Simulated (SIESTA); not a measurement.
Crystal: TiSi.

```xyz
2
Lattice="1.8162 -2.1176 0.0000 1.8162 2.1176 0.0000 0.0000 0.0000 3.8039" Properties=species:S:1:pos:R:3 pbc="T T T"
Ti    1.8162    0.0000    0.0000
Si    0.0000    0.0000    1.9020
```

The cell comes from a database or a generator and needn't be the stable form of this composition.

Program: SIESTA 5.4.2. Alike in all runs: task density of states; potentials or basis PseudoDojo 0.4 standard (PBEsol files), DZP (energy shift 0.003 Ry; two zetas on semicore shells); no spin polarisation; cell as given; k mesh 8 × 8 × 5; smearing fermi-dirac 0.05 eV; grid cutoff 800 Ry; energy shift 0.003 Ry. Hardware: 1 thread of Intel(R) Xeon(R) Platinum 8259CL CPU @ 2.50GHz (Skylake/Cascade Lake), on a shared host.

Order these runs on this cell by their wall time, lowest first.
A. level PBEsol
B. level PBEsol+U; U Ti d U = 2 eV
C. level PBEsol+U; U Ti d U = 6 eV

A (120 s), B (270 s), C (750 s).

Caveats: the basis of atomic orbitals isn't converged, which shifts pressures, moduli and gaps; U without spin polarisation on a metal has little footing (some runs); the U is typed as a test and isn't derived for this compound (some runs).
